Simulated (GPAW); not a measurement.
Pt:

```
CELL_PARAMETERS angstrom
-1.58422 1.58422 1.58422
1.58422 -1.58422 1.58422
1.58422 1.58422 -1.58422
ATOMIC_POSITIONS crystal
Pt 0.00000 0.00000 0.00000
```

This isn't the form of Pt at room conditions, which is fcc.

```yaml
Program: GPAW 26.7.0
Task: relaxation of cell and atoms
Functional: PBEsol
Potentials_or_basis: PAW data sets generated in the run's folder for this functional
Cutoff: 600 eV
Basis: pw
k_mesh: 12 × 12 × 12
Occupations: fermi-dirac, width 0.05 eV
Spin: no spin polarisation
```

At the start: pressure -11.5 GPa; volume 15.90 Å³/atom.

Problem. How do energy, volume and symmetry change on relaxing?

Solution. Over 3 steps the energy falls by 27.9 meV/atom and the volume is 15.17 Å³/atom (-4.6 %); space group Im-3m (No. 229, to 0.05 Å).

The path:
| step | energy change (eV) | largest force (eV/Å) | pressure (GPa) | volume (Å³) |
| --- | --- | --- | --- | --- |
| 1 | 0.0000 | 0.0000 | -11.47 | 15.90 |
| 2 | -0.0279 | 0.0000 | 0.36 | 15.15 |
| 3 | -0.0279 | 0.0000 | -0.03 | 15.17 |

Final structure:
```
Pt
1.0
    -1.55938    1.55938    1.55938
     1.55938   -1.55938    1.55938
     1.55938    1.55938   -1.55938
Pt
1
Direct
  0.00000 0.00000 0.00000
```

Caveat: later steps reuse the first step's grids.
